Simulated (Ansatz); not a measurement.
## PbF₂: from a first guess to the relaxed CdI2 type

First guess:

```xyz
3
Lattice="3.2456 0.0000 0.0000 -1.6228 2.8108 0.0000 0.0000 0.0000 5.1929" Properties=species:S:1:pos:R:3 pbc="T T T"
Pb    0.0000    0.0000    0.0000
F     0.0000    1.8738    1.2982
F     1.6228    0.9369    3.8947
```

Level of theory: DFT, PBE, PAW with Ansatz's default frozen-core files, scalar-relativistic (Ansatz 0.2.0).

Cell and atoms relax within the symmetry of the start on a 14×14×8 k mesh with 0.05 eV Fermi–Dirac smearing.

The start is built from a prototype, known or not as a phase of this compound; the cutoff is 420 eV.

No spin–orbit coupling, which matters for the heavy atoms here.

Task: What is the pressure of the first guess?

Result: 33.8 GPa.

Task: What does it relax to?

Result: a = 3.982 Å, b = 3.982 Å, c = 5.077 Å, α = 90.00°, β = 90.00°, γ = 120.00° (conventional cell), 23.24 Å³ per atom:
```xyz
3
Lattice="3.9818 0.0000 0.0000 -1.9909 3.4483 0.0000 0.0000 0.0000 5.0768" Properties=species:S:1:pos:R:3 pbc="T T T"
Pb    0.0000    0.0000    0.0000
F     0.0000    2.2989    1.0016
F     1.9909    1.1494    4.0752
```

Task: How much energy does the relaxation release?

Result: 630 meV/atom.
